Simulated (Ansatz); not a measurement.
# FeGe: strong compression

How does FeGe (CsCl type) answer strong compression? Methods of the runs shown: PAW. Its runs: cell relaxed at zero pressure (PAW); volume scaled by 1 (PAW); volume scaled by 0.95 (PAW); volume scaled by 0.85 (PAW); volume scaled by 0.75 (PAW); volume scaled by 0.65 (PAW); volume scaled by 0.55 (PAW); volume scaled by 0.45 (PAW and PAW (partial_waves polarizable)); volume scaled by 0.4 (PAW and PAW (level accurate)).

Method: DFT r²SCAN, with the methods named in each step, in Ansatz 0.2.0.

**1. The structure to begin with**

Symmetry: Pm-3m, No. 221, cubic system. The conventional cell has a = 2.770 Å, b = 2.770 Å, c = 2.770 Å, α = 90.00°, β = 90.00°, γ = 90.00°. Around Fe (site symmetry m-3m) lie 8 Ge at 2.40 Å. Ge (site symmetry m-3m) is surrounded by 8 Fe at 2.40 Å.

Structure file:

```cif
data_structure
_symmetry_space_group_name_H-M 'Pm-3m'
_symmetry_Int_Tables_number 221
_cell_length_a 2.7703
_cell_length_b 2.7703
_cell_length_c 2.7703
_cell_angle_alpha 90.000
_cell_angle_beta 90.000
_cell_angle_gamma 90.000
_cell_volume 21.26
loop_
_atom_site_label
_atom_site_type_symbol
_atom_site_symmetry_multiplicity
_atom_site_Wyckoff_symbol
_atom_site_fract_x
_atom_site_fract_y
_atom_site_fract_z
_atom_site_occupancy
Fe1 Fe 1 a 0.00000 0.00000 0.00000 1
Ge1 Ge 1 b 0.50000 0.50000 0.50000 1
```

The file gives the conventional cell by its symmetry; the runs use the cell typed in the input.

Whether this phase is the stable one at these pressures isn't tested.

Atoms are numbered in the order of the input: Fe1, Ge2.

**2. Cell relaxed at zero pressure, PAW**

The input, input.yaml:

```yaml
crystal:
  lattice:
    - [2.770272145, 0.0, 0.0]
    - [0.0, 2.770272145, 0.0]
    - [0.0, 0.0, 2.770272145]
  atoms:
    - { symbol: Fe, position: [0.0, 0.0, 0.0], spin: 2.5 }
    - { symbol: Ge, position: [0.5, 0.5, 0.5] }
magnetization:
  spin_polarized: true
kpoints:
  mp_grid: { grid: [14, 14, 14] }
scf:
  occupations: { method: fermi_dirac, width: 0.1 }
hamiltonian:
  xc: r2scan
  pseudopotentials: { kind: paw }
output:
  forces: true
  stress: true
relax:
  f_tol: 0.005
  max_steps: 40
  cell: {}
```

Run with:

```bash
> ansatz run input.yaml --threads 1 --pin off --max-ram 3072MiB --backend cpu --events-out ev --progress --plain --runs-dir out
```

After this run come: Volume scaled by 1, PAW; Volume scaled by 0.95, PAW; Volume scaled by 0.85, PAW; Volume scaled by 0.75, PAW; Volume scaled by 0.65, PAW; Volume scaled by 0.55, PAW; Volume scaled by 0.45, PAW; Volume scaled by 0.45, PAW (partial_waves polarizable); Volume scaled by 0.4, PAW; Volume scaled by 0.4, PAW (level accurate).

Q: Predict the outcome of this session. Wanted: PAW pressure at 0.4 of the volume; PAW; fitted bulk modulus at zero pressure.

As calculated:

| quantity | value |
| --- | --- |
| PAW pressure at 0.4 of the volume | 1521.7 GPa |
| PAW (level accurate) pressure at 0.4 of the volume | 1517.8 GPa |
| fitted bulk modulus at zero pressure (PAW) | 219 GPa |
| its pressure derivative | 4.34 |

**Reading.** By PAW the pressure climbs to 1522 GPa at 0.4 of the first volume. A third-order Birch-Murnaghan curve fits the range only roughly (B₀ = 219 GPa, B′ = 4.34, misfit at most 14.69 GPa). A fit over so wide a range leans to the high pressures, so B₀ can be off by several per cent. No all-electron run checks these rows here, and frozen cores can fail under such compression. The ions are at rest, and the electrons smeared by 0.1 eV.
